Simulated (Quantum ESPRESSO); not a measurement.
# W (Im-3m) in Quantum ESPRESSO: convergence with SCF threshold

Aim: find how far SCF threshold must go before the results for W settle, at PBE. This setting moves, with any that are tied to it; all else stays.

Everything below comes from runs of Quantum ESPRESSO 7.5. Logs are shortened: lines on timing, memory, paths and dates and some standing lists are left out, and cuts for length are marked.

## (1) Starting point

Symmetry: Im-3m, No. 229, cubic system. The conventional cell has a = 3.165 Å, b = 3.165 Å, c = 3.165 Å, α = 90.00°, β = 90.00°, γ = 90.00°. W (site symmetry m-3m) is surrounded by 8 W at 2.74 Å.

## (2) With SCF threshold 0.001 Ry

pw.in

```
&CONTROL
  calculation = 'scf'
  prefix = 'pwscf'
  outdir = './tmp'
  pseudo_dir = './pseudo'
  tprnfor = .true.
  tstress = .true.
  disk_io = 'nowf'
/
&SYSTEM
  ibrav = 0
  nat = 1
  ntyp = 1
  ecutwfc = 75
  nbnd = 21
  occupations = 'smearing'
  smearing = 'fd'
  degauss = 0.00999582
/
&ELECTRONS
  conv_thr = 0.001
  electron_maxstep = 120
  mixing_beta = 0.5
/
ATOMIC_SPECIES
W    183.8400 W_ONCV_PBE-1.2.upf
CELL_PARAMETERS angstrom
  -1.5823450000    1.5823450000    1.5823450000
   1.5823450000   -1.5823450000    1.5823450000
   1.5823450000    1.5823450000   -1.5823450000
ATOMIC_POSITIONS crystal
W      0.0000000000    0.0000000000    0.0000000000
K_POINTS automatic
12 12 12 0 0 0
```

Potentials or basis: SG15 PBE 1.2.

On the command line:

```bash
$ OMP_NUM_THREADS=1 pw.x -in pw.in > pw.out
```

Wall time 11 s (1 thread of AMD EPYC 7B13 (Zen 3), shared host); peak memory 0.07 GiB.

What came out:

* Free energy: -7401.0401 eV
* Pressure: 13.2 GPa
* Band gap on the k mesh: none (metal or under the smearing width)

## (3) With SCF threshold 0.0001 Ry

pw.in: that of step 2 with these lines changed.

```diff
@@ -20,3 +20,3 @@
 &ELECTRONS
-  conv_thr = 0.001
+  conv_thr = 0.0001
   electron_maxstep = 120
```

Potentials or basis: SG15 PBE 1.2.

On the command line:

```bash
$ OMP_NUM_THREADS=1 pw.x -in pw.in > pw.out
```

It took 12 s on 1 thread of AMD EPYC 7B13 (Zen 3), shared host; peak memory 0.07 GiB.

Results:

- Free energy: -7401.0405 eV
- Pressure: 4.2 GPa
- Band gap on the k mesh: none (metal or under the smearing width)

## (4) With SCF threshold 1e-05 Ry

pw.in: that of step 3 with these lines changed.

```diff
@@ -20,3 +20,3 @@
 &ELECTRONS
-  conv_thr = 0.0001
+  conv_thr = 1d-05
   electron_maxstep = 120
```

On the command line:

```bash
$ OMP_NUM_THREADS=1 pw.x -in pw.in > pw.out
```

Run time: 12 s. Hardware: 1 thread of AMD EPYC 7B13 (Zen 3), shared host; peak memory 0.07 GiB.

Results:

| Item | Value |
| --- | --- |
| Free energy | -7401.0405 eV |
| Pressure | 4.2 GPa |
| Band gap on the k mesh | none (metal or under the smearing width) |

## (5) With SCF threshold 1e-06 Ry

pw.in: that of step 4 with these lines changed.

```diff
@@ -20,3 +20,3 @@
 &ELECTRONS
-  conv_thr = 1d-05
+  conv_thr = 1d-06
   electron_maxstep = 120
```

On the command line:

```bash
$ OMP_NUM_THREADS=1 pw.x -in pw.in > pw.out
```

It took 14 s on 1 thread of AMD EPYC 7B13 (Zen 3), shared host; peak memory 0.07 GiB.

What came out:

```yaml
Free_energy: -7401.0405 eV
Pressure: 6.3 GPa
Band_gap_on_the_k_mesh: none (metal or under the smearing width)
```

## (6) With SCF threshold 1e-07 Ry

pw.in: that of step 5 with these lines changed.

```diff
@@ -20,3 +20,3 @@
 &ELECTRONS
-  conv_thr = 1d-06
+  conv_thr = 1d-07
   electron_maxstep = 120
```

Potentials or basis: SG15 PBE 1.2.

On the command line:

```bash
$ OMP_NUM_THREADS=1 pw.x -in pw.in > pw.out
```

Run time: 15 s. Hardware: 1 thread of AMD EPYC 7B13 (Zen 3), shared host; peak memory 0.07 GiB.

It converged, with:

| Quantity | Value |
| --- | --- |
| Free energy | -7401.0405 eV |
| Pressure | 6.2 GPa |
| Band gap on the k mesh | none (metal or under the smearing width) |

## (7) With SCF threshold 1e-08 Ry

pw.in: that of step 6 with these lines changed.

```diff
@@ -20,3 +20,3 @@
 &ELECTRONS
-  conv_thr = 1d-07
+  conv_thr = 1d-08
   electron_maxstep = 120
```

On the command line:

```bash
$ OMP_NUM_THREADS=1 pw.x -in pw.in > pw.out
```

Run time: 17 s. Hardware: 1 thread of AMD EPYC 7B13 (Zen 3), shared host; peak memory 0.07 GiB.

The run converged. Its results:

```
Free energy            : -7401.0405 eV
Pressure               : 6.0 GPa
Band gap on the k mesh : none (metal or under the smearing width)
```

## (8) With SCF threshold 1e-10 Ry

pw.in: that of step 7 with these lines changed.

```diff
@@ -20,3 +20,3 @@
 &ELECTRONS
-  conv_thr = 1d-08
+  conv_thr = 1d-10
   electron_maxstep = 120
```

On the command line:

```bash
$ OMP_NUM_THREADS=1 pw.x -in pw.in > pw.out
```

Wall time 18 s (1 thread of AMD EPYC 7B13 (Zen 3), shared host); peak memory 0.07 GiB.

It converged, with:

| Item | Value |
| --- | --- |
| Free energy | -7401.0405 eV |
| Pressure | 6.0 GPa |
| Band gap on the k mesh | none (metal or under the smearing width) |

## (9) With SCF threshold 1e-12 Ry

pw.in: that of step 8 with these lines changed.

```diff
@@ -20,3 +20,3 @@
 &ELECTRONS
-  conv_thr = 1d-10
+  conv_thr = 1d-12
   electron_maxstep = 120
```

Potentials or basis: SG15 PBE 1.2.

On the command line:

```bash
$ OMP_NUM_THREADS=1 pw.x -in pw.in > pw.out
```

pw.out:

```text
This program is part of the open-source Quantum ESPRESSO suite
     for quantum simulation of materials; please cite
[... 9 lines left out ...]
     --------------------
     sticks:   dense  smooth     PW     G-vecs:    dense   smooth      PW
     Sum         607     607    219                 9405     9405    2093

     Using Slab Decomposition

     bravais-lattice index     =            0
     lattice parameter (alat)  =       5.1792  a.u.
     unit-cell volume          =     106.9449 (a.u.)^3
     number of atoms/cell      =            1
     number of atomic types    =            1
     number of electrons       =        28.00
     number of Kohn-Sham states=           21
     kinetic-energy cutoff     =      75.0000  Ry
     charge density cutoff     =     300.0000  Ry
     scf convergence threshold =      1.0E-12
     mixing beta               =       0.5000
     number of iterations used =            8  plain     mixing
     Exchange-correlation= PBE
                           (   1   4   3   4   0   0   0)

     celldm(1)=   5.179176  celldm(2)=   0.000000  celldm(3)=   0.000000
     celldm(4)=   0.000000  celldm(5)=   0.000000  celldm(6)=   0.000000

     crystal axes: (cart. coord. in units of alat)
               a(1) = (  -0.577350   0.577350   0.577350 )
               a(2) = (   0.577350  -0.577350   0.577350 )
               a(3) = (   0.577350   0.577350  -0.577350 )

     reciprocal axes: (cart. coord. in units 2 pi/alat)
               b(1) = ( -0.000000  0.866025  0.866025 )
               b(2) = (  0.866025 -0.000000  0.866025 )
               b(3) = (  0.866025  0.866025  0.000000 )

     PseudoPot. # 1 for W  read from file:
     W_ONCV_PBE-1.2.upf
     Pseudo is Norm-conserving, Zval = 28.0
     Generated using ONCVPSP code by D. R. Hamann
     Using radial grid of  602 points,  8 beta functions with:
                l(1) =   0
                l(2) =   0
                l(3) =   1
                l(4) =   1
                l(5) =   2
                l(6) =   2
                l(7) =   3
                l(8) =   3

     atomic species   valence    mass     pseudopotential
     W                28.00   183.84000     W ( 1.00)

     48 Sym. Ops., with inversion, found

   Cartesian axes

     site n.     atom                  positions (alat units)
         1        W      tau(   1) = (   0.0000000   0.0000000   0.0000000  )

     number of k points=    72  Fermi-Dirac smearing, width (Ry)=  0.0100
                       cart. coord. in units 2pi/alat
        k(    1) = (   0.0000000   0.0000000   0.0000000), wk =   0.0011574
        k(    2) = (   0.0721688   0.0721688   0.0000000), wk =   0.0138889
        k(    3) = (   0.1443376   0.1443376   0.0000000), wk =   0.0138889
        k(    4) = (   0.2165064   0.2165064   0.0000000), wk =   0.0138889
        k(    5) = (   0.2886751   0.2886751   0.0000000), wk =   0.0138889
        k(    6) = (   0.3608439   0.3608439   0.0000000), wk =   0.0138889
[... 64 lines left out ...]
        k(   71) = (  -0.8660254  -0.0721688  -0.0721688), wk =   0.0138889
        k(   72) = (  -0.8660254  -0.8660254  -0.8660254), wk =   0.0011574

     Dense  grid:     9405 G-vectors     FFT dimensions: (  30,  30,  30)

     Initial potential from superposition of free atoms

     starting charge      27.9330, renormalised to      28.0000
     Starting wfcs are random

     Self-consistent Calculation

     iteration #  1     ecut=    75.00 Ry     beta= 0.50
     Davidson diagonalization with overlap
     ethr =  1.00E-02,  avg # of iterations =  8.1

     Threshold (ethr) on eigenvalues was too large:
     Diagonalizing with lowered threshold

     Davidson diagonalization with overlap
     ethr =  2.66E-04,  avg # of iterations =  2.1

     total energy              =    -543.95392186 Ry
     estimated scf accuracy    <       0.06863789 Ry

     iteration #  2     ecut=    75.00 Ry     beta= 0.50
     Davidson diagonalization with overlap
     ethr =  2.45E-04,  avg # of iterations =  2.0

     total energy              =    -543.96643268 Ry
     estimated scf accuracy    <       0.00261798 Ry

     iteration #  3     ecut=    75.00 Ry     beta= 0.50
     Davidson diagonalization with overlap
     ethr =  9.35E-06,  avg # of iterations =  2.8

     total energy              =    -543.96641785 Ry
     estimated scf accuracy    <       0.00053143 Ry

     iteration #  4     ecut=    75.00 Ry     beta= 0.50
     Davidson diagonalization with overlap
     ethr =  1.90E-06,  avg # of iterations =  2.2

     total energy              =    -543.96644383 Ry
     estimated scf accuracy    <       0.00000473 Ry

     iteration #  5     ecut=    75.00 Ry     beta= 0.50
     Davidson diagonalization with overlap
     ethr =  1.69E-08,  avg # of iterations =  2.0

     total energy              =    -543.96644496 Ry
     estimated scf accuracy    <       0.00000037 Ry

     iteration #  6     ecut=    75.00 Ry     beta= 0.50
     Davidson diagonalization with overlap
     ethr =  1.32E-09,  avg # of iterations =  1.0

     total energy              =    -543.96644497 Ry
     estimated scf accuracy    <       0.00000001 Ry

     iteration #  7     ecut=    75.00 Ry     beta= 0.50
     Davidson diagonalization with overlap
     ethr =  3.64E-11,  avg # of iterations =  2.0

     total energy              =    -543.96644497 Ry
     estimated scf accuracy    <          2.8E-10 Ry

     iteration #  8     ecut=    75.00 Ry     beta= 0.50
     Davidson diagonalization with overlap
     ethr =  1.00E-12,  avg # of iterations =  1.9

     total energy              =    -543.96644497 Ry
     estimated scf accuracy    <          5.3E-12 Ry

     iteration #  9     ecut=    75.00 Ry     beta= 0.50
     Davidson diagonalization with overlap
     ethr =  1.00E-13,  avg # of iterations =  1.3

     total energy              =    -543.96644497 Ry
     estimated scf accuracy    <          3.6E-12 Ry

     iteration # 10     ecut=    75.00 Ry     beta= 0.50
     Davidson diagonalization with overlap
     ethr =  1.00E-13,  avg # of iterations =  1.0

     End of self-consistent calculation

          k = 0.0000 0.0000 0.0000 (  1157 PWs)   bands (ev):

   -38.7122  -2.2867  -2.2867  -2.2867   7.2191   7.2191   7.2191   7.2318
     7.2318   7.2318   7.3444  25.8814  34.2897  34.2897  34.2897  37.6906
    37.6906  50.0100  50.0100  50.0100  62.2214

          k = 0.0722 0.0722 0.0000 (  1179 PWs)   bands (ev):

   -38.7033  -2.3793  -2.3155  -2.2872   7.2167   7.2182   7.2184   7.2329
     7.2339   7.2343   7.3413  26.2148  34.0896  34.2378  34.6144  37.3935
    37.6958  50.2825  50.5719  50.7971  59.7818

          k = 0.1443 0.1443 0.0000 (  1165 PWs)   bands (ev):

   -38.6789  -2.6268  -2.3937  -2.2885   7.2102   7.2157   7.2161   7.2362
     7.2396   7.2413   7.3332  27.1264  33.5862  33.9795  35.5635  37.0087
    37.7429  50.7375  52.1527  52.3202  57.3860

          k = 0.2165 0.2165 0.0000 (  1164 PWs)   bands (ev):

   -38.6455  -2.9532  -2.4991  -2.2904   7.2017   7.2119   7.2126   7.2413
     7.2475   7.2512   7.3233  28.2976  32.9786  33.6536  37.0568  37.0952
    37.8892  50.2252  51.9856  54.5226  57.1562

          k = 0.2887 0.2887 0.0000 (  1158 PWs)   bands (ev):

   -38.6119  -3.2671  -2.6030  -2.2924   7.1935   7.2076   7.2089   7.2466
     7.2554   7.2614   7.3146  29.1009  32.4399  34.0289  37.4718  38.1481
    38.9241  48.7508  49.6880  56.5113  57.4256

          k = 0.3608 0.3608 0.0000 (  1170 PWs)   bands (ev):

   -38.5871  -3.4898  -2.6781  -2.2939   7.1876   7.2042   7.2061   7.2505
     7.2612   7.2691   7.3090  29.2600  32.0794  35.2928  37.7092  38.4343
    40.7699  47.4659  47.5077  53.5582  58.3987

          k =-0.4330-0.4330 0.0000 (  1180 PWs)   bands (ev):

   -38.5781  -3.5699  -2.7053  -2.2945   7.1855   7.2029   7.2051   7.2520
     7.2633   7.2720   7.3072  29.2353  31.9536  36.1892  37.6121  38.5671
    41.6592  46.5849  46.9712  52.2864  57.6073

          k = 0.1443 0.0722 0.0722 (  1174 PWs)   bands (ev):

   -38.6866  -2.5499  -2.3470  -2.3096   7.2123   7.2166   7.2169   7.2348
     7.2384   7.2387   7.3356  26.8424  33.8280  33.9477  35.3048  36.9781
    37.8014  50.7485  51.5902  51.9087  57.4772
[... 355 lines left out ...]
          k =-0.8660-0.1443-0.1443 (  1182 PWs)   bands (ev):

   -38.5036  -3.2836  -3.0684  -2.9719   7.1904   7.1948   7.1953   7.2679
     7.2726   7.2769   7.2787  30.3160  30.6246  36.8634  37.0491  40.9018
    43.4586  45.1381  47.4147  54.9118  56.7999

          k =-0.7939-0.0722-0.1443 (  1190 PWs)   bands (ev):

   -38.4978  -3.2327  -3.1482  -2.9977   7.1911   7.1934   7.1951   7.2653
     7.2751   7.2769   7.2797  30.2150  30.3458  36.8551  38.7555  40.1000
    43.4025  45.7969  46.4037  54.5719  57.4338

          k = 0.0000 0.0000 0.7217 (  1180 PWs)   bands (ev):

   -38.4922  -3.1835  -3.1233  -3.1233   7.1910   7.1939   7.1939   7.2627
     7.2775   7.2789   7.2789  29.9899  30.1452  38.6682  38.6682  40.0324
    41.9306  46.4931  46.4931  53.2626  57.6853

          k =-0.8660-0.0722-0.0722 (  1182 PWs)   bands (ev):

   -38.4853  -3.2118  -3.1541  -3.1286   7.1916   7.1928   7.1930   7.2600
     7.2790   7.2802   7.2806  29.8338  29.8899  39.1397  39.2564  40.7310
    43.7119  44.4212  45.2537  52.8855  57.9733

          k =-0.8660-0.8660-0.8660 (  1168 PWs)   bands (ev):

   -38.4786  -3.1853  -3.1853  -3.1853   7.1921   7.1921   7.1921   7.2574
     7.2814   7.2814   7.2814  29.6393  29.6393  40.6696  40.6696  40.6696
    43.7614  43.7614  43.7614  51.6433  58.5767

     the Fermi energy is    35.4367 ev

!    total energy              =    -543.96644497 Ry
     estimated scf accuracy    <          5.9E-15 Ry
     smearing contrib. (-TS)   =      -0.00219400 Ry
     internal energy E=F+TS    =    -543.96425097 Ry

     The total energy is F=E-TS. E is the sum of the following terms:
     one-electron contribution =    -118.84864720 Ry
     hartree contribution      =      94.55284670 Ry
     xc contribution           =     -42.58325894 Ry
     ewald contribution        =    -477.08519154 Ry

     convergence has been achieved in  10 iterations

     Forces acting on atoms (cartesian axes, Ry/au):

     atom    1 type  1   force =     0.00000000    0.00000000    0.00000000

     Total force =     0.000000     Total SCF correction =     0.000000

     Computing stress (Cartesian axis) and pressure

          total   stress  (Ry/bohr**3)                   (kbar)     P=       59.90
   0.00040717  -0.00000000   0.00000000           59.90       -0.00        0.00
  -0.00000000   0.00040717  -0.00000000           -0.00       59.90       -0.00
   0.00000000  -0.00000000   0.00040717            0.00       -0.00       59.90

=------------------------------------------------------------------------------=
   JOB DONE.
=------------------------------------------------------------------------------=
```

Run time: 21 s. Hardware: 1 thread of AMD EPYC 7B13 (Zen 3), shared host; peak memory 0.07 GiB.

Results:

| Item | Value |
| --- | --- |
| Free energy | -7401.0405 eV |
| Pressure | 6.0 GPa |
| Band gap on the k mesh | none (metal or under the smearing width) |

## (10) Summary

| SCF threshold | energy less the tightest run, at zero smearing (meV/atom) | pressure (GPa) | SCF cycles | CPU time (s) | peak memory (GiB) |
| --- | --- | --- | --- | --- | --- |
| 0.001 Ry | 0.26 | 13.17 | 3 | 11 | 0.07 |
| 0.0001 Ry | 0.02 | 4.23 | 4 | 12 | 0.07 |
| 1e-05 Ry | 0.02 | 4.23 | 4 | 12 | 0.07 |
| 1e-06 Ry | 0.00 | 6.31 | 5 | 14 | 0.07 |
| 1e-07 Ry | 0.00 | 6.17 | 6 | 15 | 0.07 |
| 1e-08 Ry | 0.00 | 5.98 | 7 | 17 | 0.07 |
| 1e-10 Ry | 0.00 | 5.99 | 8 | 18 | 0.07 |
| 1e-12 Ry | 0.00 | 5.99 | 10 | 21 | 0.07 |

Against the tightest run, the energy stays within 1 meV/atom from 0.001 Ry on; the pressure stays within 0.1 GPa from 1e-08 Ry on. The tightest run that finished is the yardstick and may itself not be fully converged.
